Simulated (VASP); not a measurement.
# Al (Fm-3m) in VASP: further runs, part 2 of 2

VASP 6.6.1. The steps go on from the part before.

### 3 Single point, PBE

Contents of INCAR:

```
SYSTEM = Al
PREC = Accurate
ENCUT = 600
EDIFF = 1E-7
ISMEAR = -1
SIGMA = 0.1
LREAL = .False.
LASPH = .True.
NELM = 100
ALGO = Normal
ISIF = 2
LWAVE = .False.
LCHARG = .False.
GGA = PE
NBANDS = 8
ADDGRID = .False.
```

Contents of KPOINTS:

```
regular mesh
0
Gamma
  15 15 15
  0 0 0
```

Contents of POSCAR:

```
Al
1.0
    0.0000000000      2.0248050000      2.0248050000
    2.0248050000      0.0000000000      2.0248050000
    2.0248050000      2.0248050000      0.0000000000
Al
1
Direct
    0.0000000000      0.0000000000      0.0000000000
```

Potentials or basis: VASP PAW PBE potentials, release 64 (Al).

The run is started by

```
cat potpaw_PBE.64/Al/POTCAR > POTCAR
mpirun -np 1 vasp_std > vasp.out
```

OUTCAR:

```text
SYSTEM = Al
   PREC = Accurate
   ENCUT = 600
   EDIFF = 1E-7
   ISMEAR = -1
   LREAL = .False.
   LASPH = .True.
   NELM = 100
   ISIF = 2
   GGA = PE

 Found    120 irreducible k-points:

 Following reciprocal coordinates:
            Coordinates               Weight
  0.000000  0.000000  0.000000      1.000000
  0.066667  0.000000  0.000000      8.000000
  0.133333  0.000000  0.000000      8.000000
  0.200000  0.000000  0.000000      8.000000
  0.266667  0.000000  0.000000      8.000000
  0.333333  0.000000  0.000000      8.000000
   k-points           NKPTS =    120   k-points in BZ     NKDIM =    120   number of bands    NBANDS=      8
   number of dos      NEDOS =    301   number of ions     NIONS =      1
   total plane-waves  NPLWV =  13824
   dimension x,y,z NGX =    24 NGY =   24 NGZ =   24
   dimension x,y,z NGXF=    48 NGYF=   48 NGZF=   48
   ions per type =               1
   NGX,Y,Z   is equivalent  to a cutoff of  13.93, 13.93, 13.93 a.u.
   NGXF,Y,Z  is equivalent  to a cutoff of  27.87, 27.87, 27.87 a.u.
 SYSTEM =  Al
   PREC   = accura    normal or accurate (medium, high low for compatibility)
   ISTART =      0    job   : 0-new  1-cont  2-samecut
   ICHARG =      2    charge: 1-file 2-atom 10-const
   ISPIN  =      1    spin polarized calculation?
   LNONCOLLINEAR =      F non collinear calculations
   LSORBIT =      F    spin-orbit coupling
   LASPH  =      T    aspherical Exc in radial PAW
   ENCUT  =  600.0 eV  44.10 Ry    6.64 a.u.   5.72  5.72  5.72*2*pi/ulx,y,z
   NELM   =    100;   NELMIN=  2; NELMDL= -5     # of ELM steps
   EDIFF  = 0.1E-06   stopping-criterion for ELM
   LREAL  =      F    real-space projection
   EDIFFG = 0.1E-05   stopping-criterion for IOM
   NSW    =      0    number of steps for IOM
   IBRION =     -1    ionic relax: 0-MD 1-quasi-New 2-CG
   NFREE  =      0    steps in history (QN), initial steepest desc. (CG)
   ISIF   =      2    stress and relaxation
   ISYM   =      2    0-nonsym 1-usesym 2-fastsym
   POTIM  = 0.5000    time-step for ionic-motion
   TEBEG  =    0.0;   TEEND  =   0.0 temperature during run
   PSTRESS=    0.0 pullay stress
   NELECT =       3.0000    total number of electrons
   NUPDOWN=      -1.0000    fix difference up-down
   EMIN   =  10.00;   EMAX   =-10.00  energy-range for DOS
   EFERMI =   0.00;   METHOD = LEGACY
   ISMEAR =    -1;   SIGMA  =   0.10  broadening in eV -4-tet -1-fermi 0-gaus
   EFERMI_NEDOS =   21; number of points for ismear=-14 and -15
   IALGO  =     38    algorithm
   IMIX   =      4    mixing-type and parameters
     AMIX     =   0.40;   BMIX     =  1.00
     AMIX_MAG =   1.60;   BMIX_MAG =  1.00
  volume/ion in A,a.u.               =      16.60       112.04
  Fermi-wavevector in a.u.,A,eV,Ry     =   0.925526  1.748991 11.654733  0.856599
  Thomas-Fermi vector in A             =   2.051390
   LORBIT       =      0    0 simple, 1 ext, 2 COOP (PROOUT), +10 PAW based schemes
   GGA     = PE    functional components
   LHFCALC =     F    Hartree Fock is set to
   AEXX    =    0.0000 exact exchange contribution
   IVDW    =     0    specifies the selected vdW correction
   LEPSILON=     F    determine dielectric tensor
   LRPA    =     F    only Hartree local field effects (RPA)
 non-spin polarized calculation
  energy-cutoff  :      600.00
  volume of cell :       16.60
 maximum number of plane-waves:       568
   NGX = 11   NGY = 11   NGZ = 11

 number of electron       3.0000000 magnetization

 Free energy of the ion-electron system (eV)
  ---------------------------------------------------
  ext. energy  EPLUGINS =         0.00000000
  ---------------------------------------------------
  free energy    TOTEN  =        -3.75237875 eV

  energy without entropy =       -3.73938096  energy(sigma->0) =       -3.74587985

 E-fermi :   8.0253     XC(G=0): -10.1745

 val. band max:        8.0142394369   @ k =  -0.4000   0.4000   0.0000
 cond. band min:       8.0471638793   @ k =  -0.3333   0.4667   0.2000
 fundamental gap:      0.0329244424
 Fermi energy:         8.0252557677

 k-point     1 :       0.0000    0.0000    0.0000
  band No.  band energies     occupation
      1      -3.1565      2.00000
      2      20.5199      0.00000
      3      20.5199      0.00000
      4      20.5199      0.00000
      5      21.9647      0.00000
      6      21.9647      0.00000
      7      21.9647      0.00000
      8      24.3557      0.00000

 k-point     2 :       0.0667    0.0000    0.0000
  band No.  band energies     occupation
      1      -3.0362      2.00000
      2      18.5665      0.00000
      3      20.0995      0.00000
      4      20.0995      0.00000
      5      22.5709      0.00000
      6      22.5709      0.00000
      7      22.6059      0.00000
      8      25.5832      0.00000

 k-point     3 :       0.1333    0.0000    0.0000
  band No.  band energies     occupation
      1      -2.6758      2.00000
      2      15.8847      0.00000
      3      19.4952      0.00000
      4      19.4952      0.00000
      5      22.5654      0.00000
      6      23.6386      0.00000
      7      23.6386      0.00000
      8      25.4057      0.00000

 k-point     4 :       0.2000    0.0000    0.0000
  band No.  band energies     occupation
      1      -2.0773      2.00000
      2      13.2493      0.00000
      3      19.0280      0.00000
      4      19.0280      0.00000
      5      22.3544      0.00000
      6      23.5141      0.00000
      7      23.5141      0.00000
      8      25.5993      0.00000

 k-point     5 :       0.2667    0.0000    0.0000
  band No.  band energies     occupation
      1      -1.2434      2.00000
      2      10.7529      0.00000
      3      18.7452      0.00000
      4      18.7452      0.00000
      5      22.2067      0.00000
      6      22.3379      0.00000
      7      22.3379      0.00000
      8      26.3265      0.00000

 k-point     6 :       0.3333    0.0000    0.0000
  band No.  band energies     occupation
      1      -0.1784      2.00000
      2       8.4286      0.03483
      3      18.6585      0.00000
      4      18.6585      0.00000
      5      21.2443      0.00000
      6      21.2443      0.00000
      7      22.2089      0.00000
      8      25.2001      0.00000

 [... further k-points ...]

------------------------ aborting loop because EDIFF is reached ----------------------------------------

  FORCE on cell =-STRESS in cart. coord.  units (eV):
  Direction    XX          YY          ZZ          XY          YZ          ZX
  --------------------------------------------------------------------------------------
  -------------------------------------------------------------------------------------
  Total       -0.0555612     -0.0555612     -0.0555612      0.0000000     -0.0000000      0.0000000
  in kB       -5.3617033     -5.3617033     -5.3617033      0.0000000     -0.0000000      0.0000000
  external PRESSURE =      -5.3617033 kB  Pullay stress =       0.0000000 kB

 VOLUME and BASIS-vectors are now :
 -----------------------------------------------------------------------------
  energy-cutoff  :      600.00
  volume of cell :       16.60
      direct lattice vectors                 reciprocal lattice vectors
     0.000000000  2.024805000  2.024805000    -0.246937359  0.246937359  0.246937359
     2.024805000  0.000000000  2.024805000     0.246937359 -0.246937359  0.246937359
     2.024805000  2.024805000  0.000000000     0.246937359  0.246937359 -0.246937359

 POSITION                                       TOTAL-FORCE (eV/Angst)
 -----------------------------------------------------------------------------------
      0.00000      0.00000      0.00000        -0.000000     -0.000000     -0.000000
 -----------------------------------------------------------------------------------
    total drift:                                0.000000     -0.000000     -0.000000

  FREE ENERGIE OF THE ION-ELECTRON SYSTEM (eV)
  ---------------------------------------------------
  free  energy   TOTEN  =        -3.7523787533 eV

  energy  without entropy=       -3.7393809564  energy(sigma->0) =       -3.74587985
```

OSZICAR:

```text
N       E                     dE             d eps       ncg     rms          rms(c)
DAV:   1    -0.220926443209E+01   -0.22093E+01   -0.93176E+02  1928   0.238E+02
DAV:   2    -0.376621374520E+01   -0.15569E+01   -0.15253E+01  2640   0.199E+01
DAV:   3    -0.377488566999E+01   -0.86719E-02   -0.86640E-02  2528   0.164E+00
DAV:   4    -0.377490965118E+01   -0.23981E-04   -0.23981E-04  2928   0.753E-02
DAV:   5    -0.377490973315E+01   -0.81964E-07   -0.82255E-07  2528   0.236E-03    0.129E+00
DAV:   6    -0.376187738450E+01    0.13032E-01   -0.16933E-03  2632   0.197E-01    0.750E-01
DAV:   7    -0.375238598153E+01    0.94914E-02   -0.50791E-03  2424   0.320E-01    0.146E-01
DAV:   8    -0.375238067978E+01    0.53017E-05   -0.13999E-05  2808   0.270E-02    0.776E-03
DAV:   9    -0.375237916823E+01    0.15116E-05   -0.84978E-07  2688   0.409E-03    0.709E-04
DAV:  10    -0.375237879088E+01    0.37735E-06   -0.38407E-09  2528   0.434E-04    0.257E-04
DAV:  11    -0.375237875331E+01    0.37567E-07   -0.13605E-10  1408   0.693E-05
   1 F= -.37523788E+01 E0= -.37458799E+01  d E =-.129978E-01
```

stdout:

```text
POSCAR found type information on POSCAR Al
 POSCAR found :  1 types and       1 ions
 scaLAPACK will be used
 LDA part: xc-table for (Slater+PW92), standard interpolation
 POSCAR, INCAR and KPOINTS ok, starting setup
 FFT: planning ... GRIDC
 FFT: planning ... GRID_SOFT
 FFT: planning ... GRID
 WAVECAR not read
 entering main loop
```

Run time: 5.7 s. Hardware: 1 thread of Intel Xeon 6975P-C (Granite Rapids), shared host; peak memory 0.13 GiB.

The run converged, but some of its settings lie outside the range that counts as converged, so its numbers aren't taken as properties of the crystal.

What came out:

| Property | Result |
| --- | --- |
| Free energy | -3.7524 eV |
| Pressure | -0.5 GPa |
| Band gap on the k mesh | none (metal or under the smearing width) |

### 4 Single point, PBE

INCAR is that of step 3.

KPOINTS is that of step 3.

Contents of POSCAR:

```
Al
1.0
   -0.0142710000      2.0302060000      1.9470980000
    2.0319350000     -0.0386130000      1.9714400000
    2.0296090000      2.0522230000     -0.0362870000
Al
1
Direct
    0.0259050000     -0.0062880000     -0.0081470000
```

The run is started by

```
cat potpaw_PBE.64/Al/POTCAR > POTCAR
mpirun -np 1 vasp_std > vasp.out
```

It took 76 s on 1 thread of Intel Xeon 6975P-C (Granite Rapids), shared host; peak memory 0.33 GiB.

The run converged, but some of its settings lie outside the range that counts as converged, so its numbers aren't taken as properties of the crystal.

Results:

```
Free energy            : -3.7476 eV
Pressure               : -0.4 GPa
Band gap on the k mesh : none (metal or under the smearing width)
```

### 5 Single point, PBE

INCAR, as its differences from that of step 4:

```diff
@@ -2,3 +2,3 @@
 PREC = Accurate
-ENCUT = 600
+ENCUT = 500
 EDIFF = 1E-7
```

Contents of KPOINTS:

```
regular mesh
0
Gamma
  17 17 17
  0 0 0
```

Contents of POSCAR:

```
Al
1.0
    0.0000000000      2.0248050000      2.0248050000
    2.0248050000      0.0000000000      2.0248050000
    2.0248050000      2.0248050000      0.0000000000
Al
1
Direct
    0.0000000000      0.0000000000      0.0000000000
```

The run is started by

```
cat potpaw_PBE.64/Al/POTCAR > POTCAR
mpirun -np 1 vasp_std > vasp.out
```

Run time: 6.9 s. Hardware: 1 thread of Intel Xeon 6975P-C (Granite Rapids), shared host; peak memory 0.13 GiB.

The run converged, but some of its settings lie outside the range that counts as converged, so its numbers aren't taken as properties of the crystal.

What came out:

| Property | Result |
| --- | --- |
| Free energy | -3.7546 eV |
| Pressure | -0.5 GPa |
| Band gap on the k mesh | none (metal or under the smearing width) |
